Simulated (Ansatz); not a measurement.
TaN: relaxation of cell and atoms with PBEsol

The system is TaN.

```
CELL_PARAMETERS angstrom
5.19600 0.00000 0.00000
-2.59800 4.49987 0.00000
0.00000 0.00000 2.91100
ATOMIC_POSITIONS crystal
Ta 0.00000 0.00000 0.00000
Ta 0.66667 0.33333 0.50000
Ta 0.33333 0.66667 0.50000
N 0.00000 0.39285 0.00000
N 0.60715 0.60715 0.00000
N 0.39285 0.00000 0.00000
```

* Program: Ansatz 0.2.0
* Task: relaxation of cell and atoms
* Functional: PBEsol
* Potentials or basis: Ansatz PAW
* Cutoff: 420 eV (not typed: the program's choice for these potentials)
* k mesh: 6 × 6 × 9
* Occupations: fermi-dirac, width 0.05 eV
* Spin: no spin polarisation

```
Relaxed volume                         : 11.21 Å³/atom
Relaxed cell                           : a = 5.181 Å, b = 5.181 Å, c = 2.894 Å, α = 90.00°, β = 90.00°, γ = 120.00°
Space group after relaxing (to 0.05 Å) : P-62m (No. 189)
Energy gained by relaxing              : 1.7 meV/atom
Ionic steps                            : 7
Pressure after relaxing                : 0.0 GPa
Largest force after relaxing           : 0.009 eV/Å
Band gap on the k mesh                 : none (metal or under the smearing width)
```

Forces on the atoms (eV/Å):
```
Ta   0.000  0.000  0.000
Ta   0.000  0.000  0.000
Ta   0.000  0.000  0.000
N    0.004 -0.007  0.000
N    0.004  0.007  0.000
N   -0.009  0.000  0.000
```

Step by step:
| step | energy change (eV) | largest force (eV/Å) | volume (Å³) |
| --- | --- | --- | --- |
| 1 | 0.0000 | 0.0170 | 68.06 |
| 2 | -0.0103 | 0.0500 | 66.97 |
| 3 | -0.0122 | 0.0068 | 67.26 |
| 4 | -0.0122 | 0.0073 | 67.29 |
| 5 | -0.0103 | 0.0073 | 67.29 |
| 6 | -0.0103 | 0.0085 | 67.28 |
| 7 | -0.0103 | 0.0086 | 67.28 |

Final structure:
```
CELL_PARAMETERS angstrom
5.18087 0.00000 0.00000
-2.59044 4.48677 0.00000
0.00000 0.00000 2.89424
ATOMIC_POSITIONS crystal
Ta 0.00000 0.00000 0.00000
Ta 0.66667 0.33333 0.50000
Ta 0.33333 0.66667 0.50000
N 0.00000 0.39341 0.00000
N 0.60659 0.60659 0.00000
N 0.39341 0.00000 0.00000
```

Levels at points of the mesh, in eV from the Fermi level:
```tsv
k point	band 23	band 24	band 25	band 26	band 27	band 28	band 29	band 30	band 31	band 32
(0.00, 0.00, 0.00)	-5.06	-4.25	-3.31	-1.94	-0.92	-0.92	0.62	0.62	1.85	1.98
(0.00, -0.50, 0.00)	-4.61	-3.93	-3.88	-2.86	-2.65	1.26	1.85	1.95	2.48	2.50
```

Run time: 20 s on 2 threads of AMD EPYC 7R13 Processor (Zen 3) (shared host), peak memory 0.41 GiB.

Caveat: the plane-wave basis is chosen anew once the cell has moved, so the energies of steps on either side of that aren't comparable; the pressure holds a Pulay correction of +0.5 GPa for the finite cutoff; the PAW data sets come from PBE, with cores solved anew for the run's functional, which leaves a small shift of forces and pressure. The run has no spin-orbit coupling, so splittings on Ta are missing.
